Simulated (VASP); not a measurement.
# HfB (Fm-3m) in VASP: a series of runs, part 2 of 2

VASP 6.6.1. Earlier steps stand in the parts before.

## (5) Single point, PBE

Contents of INCAR:

```
  PREC = Accurate
  ENCUT = 520
  EDIFF = 1E-6
  ISMEAR = 1
  SIGMA = 0.1
  LREAL = False
  LASPH = True
  NELM = 60
  ALGO = Fast
  ISIF = 2
  LWAVE = False
  LCHARG = False
  GGA = PE
  NBANDS = 14
```

Contents of KPOINTS:

```
Automatic mesh
0
Gamma
  5 5 5
```

Contents of POSCAR:

```
HfB
1.0
    0.0000000000      2.3100000000      2.3100000000
    2.3100000000      0.0000000000      2.3100000000
    2.3100000000      2.3100000000      0.0000000000
Hf B
1 1
Direct
    0.5000000000      0.5000000000      0.5000000000
    0.0000000000      0.0000000000      0.0000000000
```

Potentials or basis: VASP PAW PBE potentials, release 64 (Hf_pv, B).

Command:

```console
> cat potpaw_PBE.64/Hf_pv/POTCAR potpaw_PBE.64/B/POTCAR > POTCAR
> mpirun -np 1 vasp_std > vasp.out
```

OUTCAR:

```text
PREC = Accurate
   ENCUT = 520
   EDIFF = 1E-6
   ISMEAR = 1
   LREAL = False
   LASPH = True
   NELM = 60
   ISIF = 2
   GGA = PE

 ion  position               nearest neighbor table
   1  0.500  0.500  0.500-   2 2.31   2 2.31   2 2.31   2 2.31   2 2.31   2 2.31
   2  0.000  0.000  0.000-   1 2.31   1 2.31   1 2.31   1 2.31   1 2.31   1 2.31

  LATTYP: Found a face centered cubic cell.
 ALAT       =     4.6200000000

  Lattice vectors:

 A1 = (   0.0000000000,   2.3100000000,   2.3100000000)
 A2 = (   2.3100000000,   0.0000000000,   2.3100000000)
 A3 = (   2.3100000000,   2.3100000000,   0.0000000000)

Analysis of symmetry for initial positions (statically):
=====================================================================
 Subroutine PRICEL returns:
 Original cell was already a primitive cell.

 Routine SETGRP: Setting up the symmetry group for a
 face centered cubic supercell.

 Subroutine GETGRP returns: Found 48 space group operations
 (whereof 48 operations were pure point group operations)
 out of a pool of 48 trial point group operations.

The static configuration has the point symmetry O_h .

Analysis of symmetry for dynamics (positions and initial velocities):
=====================================================================
 Subroutine PRICEL returns:
 Original cell was already a primitive cell.

 Routine SETGRP: Setting up the symmetry group for a
 face centered cubic supercell.

 Subroutine GETGRP returns: Found 48 space group operations
 (whereof 48 operations were pure point group operations)
 out of a pool of 48 trial point group operations.

The dynamic configuration has the point symmetry O_h .

 Subroutine INISYM returns: Found 48 space group operations
 (whereof 48 operations are pure point group operations),
 and found     1 'primitive' translations

----------------------------------------------------------------------------------------

                                     Primitive cell

  volume of cell :      24.6528

  direct lattice vectors                    reciprocal lattice vectors
     0.000000000  2.310000000  2.310000000    -0.216450216  0.216450216  0.216450216
     2.310000000  0.000000000  2.310000000     0.216450216 -0.216450216  0.216450216
     2.310000000  2.310000000  0.000000000     0.216450216  0.216450216 -0.216450216

  length of vectors
     3.266833329  3.266833329  3.266833329     0.374902772  0.374902772  0.374902772

  position of ions in fractional coordinates (direct lattice)
     0.500000000  0.500000000  0.500000000
     0.000000000  0.000000000  0.000000000

  ion indices of the primitive-cell ions
   primitive index   ion index
                 1           1
                 2           2

----------------------------------------------------------------------------------------

 KPOINTS: Automatic mesh

Automatic generation of k-mesh.
 Grid dimensions read from file:
 generate k-points for:    5    5    5

 Generating k-lattice:

  Cartesian coordinates                     Fractional coordinates (reciprocal lattice)
    -0.043290043  0.043290043  0.043290043     0.200000000  0.000000000  0.000000000
     0.043290043 -0.043290043  0.043290043     0.000000000  0.200000000  0.000000000
     0.043290043  0.043290043 -0.043290043     0.000000000  0.000000000  0.200000000

  Length of vectors
     0.074980554  0.074980554  0.074980554

  Shift w.r.t. Gamma in fractional coordinates (k-lattice)
     0.000000000  0.000000000  0.000000000

[... 22 lines left out ...]
   ions per type =               1   1
   NGX,Y,Z   is equivalent  to a cutoff of  12.21, 12.21, 12.21 a.u.
   NGXF,Y,Z  is equivalent  to a cutoff of  24.43, 24.43, 24.43 a.u.
 SYSTEM =  unknown system
   PREC   = accura    normal or accurate (medium, high low for compatibility)
   ISTART =      0    job   : 0-new  1-cont  2-samecut
   ICHARG =      2    charge: 1-file 2-atom 10-const
   ISPIN  =      1    spin polarized calculation?
   LNONCOLLINEAR =      F non collinear calculations
   LSORBIT =      F    spin-orbit coupling
   LASPH  =      T    aspherical Exc in radial PAW
   ENCUT  =  520.0 eV  38.22 Ry    6.18 a.u.   6.07  6.07  6.07*2*pi/ulx,y,z
   NELM   =     60;   NELMIN=  2; NELMDL= -5     # of ELM steps
   EDIFF  = 0.1E-05   stopping-criterion for ELM
   LREAL  =      F    real-space projection
   EDIFFG = 0.1E-04   stopping-criterion for IOM
   NSW    =      0    number of steps for IOM
   IBRION =     -1    ionic relax: 0-MD 1-quasi-New 2-CG
   NFREE  =      0    steps in history (QN), initial steepest desc. (CG)
   ISIF   =      2    stress and relaxation
   ISYM   =      2    0-nonsym 1-usesym 2-fastsym
   POTIM  = 0.5000    time-step for ionic-motion
   TEBEG  =    0.0;   TEEND  =   0.0 temperature during run
   PSTRESS=    0.0 pullay stress
   NELECT =      13.0000    total number of electrons
   NUPDOWN=      -1.0000    fix difference up-down
   EMIN   =  10.00;   EMAX   =-10.00  energy-range for DOS
   EFERMI =   0.00;   METHOD = LEGACY
   ISMEAR =     1;   SIGMA  =   0.10  broadening in eV -4-tet -1-fermi 0-gaus
   EFERMI_NEDOS =   21; number of points for ismear=-14 and -15
   IALGO  =     68    algorithm
   IMIX   =      4    mixing-type and parameters
     AMIX     =   0.40;   BMIX     =  1.00
     AMIX_MAG =   1.60;   BMIX_MAG =  1.00
  volume/ion in A,a.u.               =      12.33        83.18
  Fermi-wavevector in a.u.,A,eV,Ry     =   1.322617  2.499383 23.800871  1.749315
  Thomas-Fermi vector in A             =   2.452285
   LORBIT       =      0    0 simple, 1 ext, 2 COOP (PROOUT), +10 PAW based schemes
   GGA     = PE    functional components
   LHFCALC =     F    Hartree Fock is set to
   AEXX    =    0.0000 exact exchange contribution
   IVDW    =     0    specifies the selected vdW correction
   LEPSILON=     F    determine dielectric tensor
   LRPA    =     F    only Hartree local field effects (RPA)
 non-spin polarized calculation
 RMM-DIIS sequential band-by-band and
 Methfessel and Paxton  Order N= 1 SIGMA  =   0.10
  energy-cutoff  :      520.00
  volume of cell :       24.65
 maximum number of plane-waves:       678
   NGX = 13   NGY = 13   NGZ = 13

 number of electron      13.0000002 magnetization

 Free energy of the ion-electron system (eV)
  ---------------------------------------------------
  ext. energy  EPLUGINS =         0.00000000
  ---------------------------------------------------
  free energy    TOTEN  =       -17.16558955 eV

  energy without entropy =      -17.16026617  energy(sigma->0) =      -17.16381509

 E-fermi :   5.3547     XC(G=0): -12.3043

 val. band max:        4.8911453266   @ k =   0.2000   0.0000   0.0000
 cond. band min:       5.3621401016   @ k =   0.4000   0.2000   0.0000
 fundamental gap:      0.4709947751
 Fermi energy:         5.3547363138

 k-point     1 :       0.0000    0.0000    0.0000
  band No.  band energies     occupation
      1     -23.1905      2.00000
      2     -23.1905      2.00000
      3     -23.1905      2.00000
      4      -4.4434      2.00000
      5       7.3198     -0.00000
      6       7.3198     -0.00000
      7       7.3198     -0.00000
      8       9.0943      0.00000
      9       9.0943      0.00000
     10       9.0943      0.00000
     11       9.3443      0.00000
     12       9.3443      0.00000
     13      16.8038      0.00000
     14      18.1464      0.00000
[... 139 lines left out ...]
      1     -23.7311      2.00000
      2     -23.5632      2.00000
      3     -23.3976      2.00000
      4      -0.5390      2.00000
      5       2.7256      2.00000
      6       3.8413      2.00000
      7       4.6907      2.00000
      8       9.5691      0.00000
      9      11.3755      0.00000
     10      13.1355      0.00000
     11      13.6625      0.00000
     12      17.0829      0.00000
     13      19.6390      0.00000
     14      21.2833      0.00000

------------------------ aborting loop because EDIFF is reached ----------------------------------------

  FORCE on cell =-STRESS in cart. coord.  units (eV):
  Direction    XX          YY          ZZ          XY          YZ          ZX
  --------------------------------------------------------------------------------------
  -------------------------------------------------------------------------------------
  Total        4.8573766      4.8573766      4.8573766      0.0000000      0.0000000      0.0000000
  in kB      315.6795310    315.6795310    315.6795310      0.0000000      0.0000000      0.0000000
  external PRESSURE =     315.6795310 kB  Pullay stress =       0.0000000 kB

 VOLUME and BASIS-vectors are now :
 -----------------------------------------------------------------------------
  energy-cutoff  :      520.00
  volume of cell :       24.65
      direct lattice vectors                 reciprocal lattice vectors
     0.000000000  2.310000000  2.310000000    -0.216450216  0.216450216  0.216450216
     2.310000000  0.000000000  2.310000000     0.216450216 -0.216450216  0.216450216
     2.310000000  2.310000000  0.000000000     0.216450216  0.216450216 -0.216450216

 POSITION                                       TOTAL-FORCE (eV/Angst)
 -----------------------------------------------------------------------------------
      2.31000      2.31000      2.31000         0.000000     -0.000000     -0.000000
      0.00000      0.00000      0.00000         0.000000      0.000000      0.000000
 -----------------------------------------------------------------------------------
    total drift:                               -0.000000     -0.000000      0.000000

  FREE ENERGIE OF THE ION-ELECTRON SYSTEM (eV)
  ---------------------------------------------------
  free  energy   TOTEN  =       -17.1655895510 eV

  energy  without entropy=      -17.1602661747  energy(sigma->0) =      -17.16381509
```

Run time: 3.8 s. Hardware: 1 thread of Intel Xeon Platinum 8488C (Sapphire Rapids), shared host; peak memory 0.13 GiB.

Results:

| Item | Value |
| --- | --- |
| Free energy | -17.1656 eV |
| Pressure | 31.6 GPa |
| Band gap on the k mesh | none (metal or under the smearing width) |

Caveat: the k mesh is coarse (spacing up to 0.47 Å⁻¹), so the values aren't converged; a pressure of tens of GPa on the cell as given is suspect, and the run, the potentials or the cell itself is likely at fault. Spin-orbit coupling is left out, which matters for the levels of Hf.

## (6) Overview

```csv
level,gap on the mesh (eV),pressure (GPa)
r2SCAN,none,30.5
revPBE,none,34.4
PBEsol,none,25.5
PBE,none,31.6
```

Alike in all rows: task single point; potentials or basis VASP PAW PBE potentials, release 64 (Hf_pv, B); no spin polarisation; cell as given; k mesh 5 × 5 × 5; cutoff (eV) 520; smearing methfessel-paxton 0.1 eV; the mesh is coarse, so values aren't converged.

Caveats: all runs use coarse meshes; a pressure of tens of GPa on the cell as given is suspect, and the run, the potentials or the cell itself is likely at fault (some runs); the PAW data sets were made with another functional, which shifts forces and pressure a little (some runs); so large a pressure means that the cell lies far from this level's equilibrium, or that cutoff or potentials fall short (some runs); the potentials were made for another functional, which shifts forces and pressure (some runs).

Total energies depend on the potentials used, so only differences within one code and one set of settings carry meaning.
